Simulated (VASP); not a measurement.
As2Pt (Sperrylite):

```
As Pt
1.0
     5.96650    0.00000    0.00000
     0.00000    5.96650    0.00000
     0.00000    0.00000    5.96650
As Pt
8 4
Cartesian
  2.2852 2.2852 2.2852
  0.6981 3.6813 5.2684
  5.2684 0.6981 3.6813
  3.6813 5.2684 0.6981
  3.6813 3.6813 3.6813
  5.2684 2.2852 0.6981
  0.6981 5.2684 2.2852
  2.2852 0.6981 5.2684
  0.0000 0.0000 0.0000
  2.9832 0.0000 2.9832
  2.9832 2.9832 0.0000
  0.0000 2.9832 2.9832
```

```yaml
Program: VASP 6.6.1
Task: relaxation of cell and atoms
Functional: PBE
Potentials_or_basis: VASP PAW PBE potentials, release 64 (As, Pt)
Cutoff: 300 eV
k_mesh: 3 × 3 × 3
Occupations: gaussian, width 0.03 eV
Spin: no spin polarisation
```

At the start: pressure 6.9 GPa; volume 17.70 Å³/atom.

**Question.** How do energy, volume and symmetry change on relaxing?

**Answer.** Over 6 steps the energy falls by 16.9 meV/atom and the volume is 18.51 Å³/atom (+4.6 %); space group Pa-3 (No. 205, to 0.05 Å).

Step by step:
```
step  energy change (eV)  largest force (eV/Å)  pressure (GPa)  volume (Å³)
   1              0.0000                0.0670            6.88       212.40
   2              0.1546                0.1611           -7.36       236.63
   3             -0.1999                0.1043           -0.09       222.29
   4             -0.2000                0.1035            0.02       222.09
   5             -0.2022                0.0251            0.04       222.12
   6             -0.2024                0.0002            0.06       222.13
```

Final structure:
```
As Pt
1.0
     6.05624    0.00000    0.00000
     0.00000    6.05624    0.00000
     0.00000    0.00000    6.05624
As Pt
8 4
Direct
  0.38368 0.38368 0.38368
  0.11632 0.61632 0.88368
  0.88368 0.11632 0.61632
  0.61632 0.88368 0.11632
  0.61632 0.61632 0.61632
  0.88368 0.38368 0.11632
  0.11632 0.88368 0.38368
  0.38368 0.11632 0.88368
  0.00000 0.00000 0.00000
  0.50000 0.00000 0.50000
  0.50000 0.50000 0.00000
  0.00000 0.50000 0.50000
```
